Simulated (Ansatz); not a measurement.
# CdS: a sublattice displacement scan

The task, for CdS: map the energy as every Cd atom is pushed off its site.

Program: Ansatz 0.2.0. Level of theory: DFT LDA, scalar-relativistic, plane waves, PAW. These are calculated values, not measurements.

**1. Starting point**

It takes space group Fm-3m (No. 225, cubic). Conventional cell: a = 5.506 Å, b = 5.506 Å, c = 5.506 Å, α = 90.00°, β = 90.00°, γ = 90.00°. Cd (site symmetry m-3m) is surrounded by 6 S at 2.75 Å. S (site symmetry m-3m) is surrounded by 6 Cd at 2.75 Å.

Structure file:

```cif
data_structure
_symmetry_space_group_name_H-M 'Fm-3m'
_symmetry_Int_Tables_number 225
_cell_length_a 5.5065
_cell_length_b 5.5065
_cell_length_c 5.5065
_cell_angle_alpha 90.000
_cell_angle_beta 90.000
_cell_angle_gamma 90.000
_cell_volume 166.96
loop_
_atom_site_label
_atom_site_type_symbol
_atom_site_symmetry_multiplicity
_atom_site_Wyckoff_symbol
_atom_site_fract_x
_atom_site_fract_y
_atom_site_fract_z
_atom_site_occupancy
Cd1 Cd 4 a 0.00000 0.00000 0.00000 1
S1 S 4 b 0.50000 0.00000 0.00000 1
```

It goes back to an entry of the Materials Project, which need not be the stable form.

No relaxation comes first: the listed cell is the starting point.

**2. The reference cell**

Reference values: F = -8988.4158 eV; pressure -6.87 GPa; largest force 0.000 eV/Å; gap on the mesh none (metal). It was computed beforehand with the settings of the runs below.

**3. The scan: a sublattice displacement scan**

Every Cd atom is moved by x along the Cartesian unit vector (1.000, 0.000, 0.000); the cell and all other atoms stay fixed. Forces below are components along that vector, summed over the moved atoms.

**4. Point x = -0.300 Å**

Contents of input.yaml:

```yaml
crystal:
  lattice:
    - [0.0, 2.753244, 2.753244]
    - [2.753244, 0.0, 2.753244]
    - [2.753244, 2.753244, 0.0]
  atoms:
    - { symbol: Cd, position: [0.0544811866, -0.0544811866, -0.0544811866] }
    - { symbol: S, position: [0.5, 0.5, 0.5] }
basis:
  ecutwfc: 420
kpoints:
  mp_grid: { grid: [16, 16, 16] }
hamiltonian:
  xc: lda
scf:
  occupations: { method: gaussian, width: 0.15 }
output:
  forces: true
  stress: true
  eigenvalues: true
```

On the command line:

```console
$ ansatz run input.yaml --threads 1 --pin off --max-ram 1228MiB --backend cpu --events-out ev --progress --plain --runs-dir out
```

**5. At x = 0.225 Å**

input.yaml, as its differences from that of step 4:

```diff
@@ -6,3 +6,3 @@
   atoms:
-    - { symbol: Cd, position: [0.0544811866, -0.0544811866, -0.0544811866] }
+    - { symbol: Cd, position: [-0.0408608899, 0.0408608899, 0.0408608899] }
     - { symbol: S, position: [0.5, 0.5, 0.5] }
```

**6. Point x = -0.150 Å**

input.yaml, as its differences from that of step 5:

```diff
@@ -6,3 +6,3 @@
   atoms:
-    - { symbol: Cd, position: [-0.0408608899, 0.0408608899, 0.0408608899] }
+    - { symbol: Cd, position: [0.0272405933, -0.0272405933, -0.0272405933] }
     - { symbol: S, position: [0.5, 0.5, 0.5] }
```

(Steps that only read results are left out.)

**Question.** What will these runs give?

As calculated:

| quantity | value |
| --- | --- |
| force constant along x, from the points at -0.150, 0 and 0.225 Å | 1.20 eV/Å² |

In words: The restoring force grows by 1.20 eV/Å per Å near the site. The step of 0.23 Å is wide, so anharmonic terms mix in. The undisturbed cell stays the lowest of the sampled points. The final runs have no spin polarisation, so no magnetic state was tried and one may lie lower.
